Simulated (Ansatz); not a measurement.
**AlAs at 25 GPa: from Born charge to LO–TO splitting and polaron coupling**

Level of theory: DFT LDA, scalar-relativistic, plane waves, PAW (Ansatz). Cutoff 420 eV, 10×10×10 k-points (Γ-centred), fixed occupations. No spin polarisation. Phonons by linear response, acoustic sum rule imposed.

The cell, relaxed at 25 GPa:
Space group F-43m (No. 216). a = 5.244 Å, b = 5.244 Å, c = 5.244 Å, α = 90.00°, β = 90.00°, γ = 90.00°
```
atom site symmetry x y z
  Al    4a      -43m  0.0000  0.0000  0.0000
  As    4c      -43m  0.2500  0.2500  0.2500
```

Other phases may be more stable at this pressure. The bands were filled as in an insulator; under compression the gap may have closed between mesh points.

Linear response gives ν_TO = 456.4 cm⁻¹, Born charges ±2.017 e (positive on Al) and ε∞ = 8.848. The primitive cell holds 36.050 Å³, and the masses are 26.982 and 74.922 amu.

Q: Find ν_LO and the static dielectric constant.

A: The long-wave field adds a restoring force: ω_LO² − ω_TO² = Z*²e²/(ε_vac ε∞ μV). In these units ν_LO² − ν_TO² = 4.92064×10⁷ Z*²/(μ V ε∞) cm⁻², with μ = m₁m₂/(m₁ + m₂) = 19.837 amu: 31632 cm⁻². So ν_LO = √(456.4² + 31632) = 489.8 cm⁻¹, and the run gives 489.8. Lyddane–Sachs–Teller then gives ε0 = ε∞ (ν_LO/ν_TO)² = 10.19, against 10.19 in the run (it forms both from the same three quantities, so the match checks the arithmetic only). Between ν_TO and ν_LO the dielectric function is negative and an undamped crystal reflects fully: a reststrahlen band from 20.4 to 21.9 μm.

Q: What do the Clausius–Mossotti polarisability and the Szigeti charge come to?

A: With the Lorentz local field, α = (3V/4π)(ε∞ − 1)/(ε∞ + 2) = 6.23 Å³ for the pair, and e_S = 3Z*/(ε∞ + 2) = 0.56 e. The Born charge includes the electrons' response to the dipole's own local field, and e_S takes that enhancement out. The Lorentz field assumes point-like polarisable ions, a poor picture once ε∞ is this large, since the electron clouds then overlap or are shared, so both numbers are formal here.

Q: How strongly does a slow electron couple to the LO mode?

A: For one isotropic parabolic band, Fröhlich's constant is α_F = (1/ε∞ − 1/ε0) √(m* Ry/ħω_LO), with Ry = 13.606 eV, ħω_LO = 60.7 meV and m* in free-electron masses: α_F = 0.0149 × 14.97 × √m* = 0.22 √m*. The band mass isn't part of this run; for m* = 0.1, 0.3 and 1 it gives 0.07, 0.12, 0.22. In weak coupling the polaron lies α_F ħω_LO below the band edge (7 meV at m* = 0.3) with a mass m*(1 + α_F/6); past α_F of about 5 or 6 that expansion fails. A semilocal functional's ε∞ tends to be too large, which taken alone lowers α_F.

Cost: 1 run of about 1.4 core-minutes, on Intel Xeon Processor @ 2.70GHz (shared hosts).

Compressed zinc-blende AlAs comes out as a weakly polar semiconductor whose dielectric response is mostly electronic: the lattice raises the constant only from 8.848 to 10.19. The Born charge of 2.017 e is far from small, but it lies below the formal charge of three, as expected for polar-covalent sp³ bonds, in which charge flows along the bond as the sublattices move. The easily polarised bonding electrons then screen the long-range field, so the LO–TO splitting is modest beside frequencies set mainly by stiff short-range bonding and the light Al atom.

The same screening keeps the Fröhlich coupling weak, and the high LO energy lowers it further. For all three trial masses the coupling stays well inside the perturbative range, which argues against self-trapping by this polar mode alone. Real carriers are less simple, since AlAs has anisotropic electron valleys near X and a degenerate valence-band top. Their mobility would also depend on deformation-potential and intervalley scattering, which the Fröhlich constant doesn't contain.
